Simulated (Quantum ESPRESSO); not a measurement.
CaO:

```
CELL_PARAMETERS angstrom
0.00000 2.40356 2.40356
2.40356 0.00000 2.40356
2.40356 2.40356 0.00000
ATOMIC_POSITIONS crystal
Ca 0.00000 0.00000 0.00000
O 0.50000 0.50000 0.50000
```

The cell is a database's computed one.

Base run:

```yaml
Program: Quantum ESPRESSO 7.5
Functional: AM05
Potentials_or_basis: SG15 PBE 1.2
Cutoff: 1197 eV
Density_cutoff: 4789 eV
k_mesh: 10 × 10 × 10
Occupations: fermi-dirac, width 0.05 eV
Spin: no spin polarisation
```

Its results: band gap on the k mesh 3.58 eV, indirect (least direct gap 3.96 eV); pressure -1.3 GPa.

Task: The run is repeated on the same cell with these changes: functional from AM05 to PBEsol. What comes out?

Result: Band gap on the k mesh 3.55 eV, indirect (least direct gap 3.93 eV); pressure -2.4 GPa.

Caveats: the potentials were made for another functional, which shifts forces and pressure.

Not every run made on this cell is shown here.
